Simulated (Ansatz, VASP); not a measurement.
# HfC in VASP and in Ansatz

The input INCAR:

```
PREC = Accurate ; ENCUT = 520
EDIFF = 1E-7 ; ISMEAR = -1
SIGMA = 0.05 ; LREAL = F
LASPH = T ; NELM = 60
ALGO = Normal ; ISIF = 2
LWAVE = F ; LCHARG = F
GGA = PS ; NBANDS = 22
```

The input KPOINTS:

```
regular mesh
0
Gamma
  9 9 5
```

File POSCAR:

```
HfC
1.0
    3.2976866492      0.0000000000      0.0000000000
   -1.6488433246      2.8558804119      0.0000000000
    0.0000000000      0.0000000000      5.1323984344
Hf C
2 2
Direct
    0.3333333333      0.6666666667      0.2500000000
    0.6666666667      0.3333333333      0.7500000000
    0.0000000000      0.0000000000      0.5000000000
    0.0000000000      0.0000000000      0.0000000000
```

The input input.yaml:

```yaml
crystal:
  lattice:
    - [3.2976866492, 0.0, 0.0]
    - [-1.6488433246, 2.8558804119, 0.0]
    - [0.0, 0.0, 5.1323984344]
  atoms:
    - { symbol: Hf, position: [0.3333333333, 0.6666666667, 0.25] }
    - { symbol: Hf, position: [0.6666666667, 0.3333333333, 0.75] }
    - { symbol: C, position: [0.0, 0.0, 0.5] }
    - { symbol: C, position: [0.0, 0.0, 0.0] }
hamiltonian:
  xc: pbesol
  pseudopotentials: { kind: paw }
kpoints:
  mp_grid: { grid: [9, 9, 5] }
scf:
  occupations: { method: fermi_dirac, width: 0.05 }
output:
  forces: true
  stress: true
  eigenvalues: true
```

Change from the starting cell: volume scaled by 0.96.

Alike in both runs: task single point; functional PBEsol; k mesh 9 × 9 × 5; occupations fermi-dirac, width 0.05 eV; no spin polarisation.

|  | VASP | Ansatz |
| --- | --- | --- |
| version | VASP 6.6.1 | Ansatz 0.2.0 |
| potentials or method | VASP PAW PBE potentials, release 64 (Hf_pv, C) | Ansatz PAW |
| plane-wave cutoff (eV) | 520 | 420 |
| valence electrons in the cell | 28 | 60 |

Ansatz gave:

| Quantity | Value |
| --- | --- |
| gap on the k mesh at the Fermi level (eV) | none |
| pressure (GPa) | 2.3 |
| largest component of the traceless stress (GPa) | 1.67 |

Problem. Estimate VASP's values.

Solution. gap on the k mesh at the Fermi level (eV): none; pressure (GPa): 1.9; largest component of the traceless stress (GPa): 1.70.

A gap of «none» marks a metal or a gap that the smearing closes. The functional is the same, so the differences come from potentials, cutoffs and numerics. The two sets of potentials don't hold the same shells in valence.

Caveats: the PAW data sets were made with another functional, which shifts forces and pressure a little (VASP); the PAW data sets come from PBE, with cores solved anew for the run's functional, which leaves a small shift of forces and pressure (Ansatz). The runs have no spin-orbit coupling, so splittings on Hf are missing.
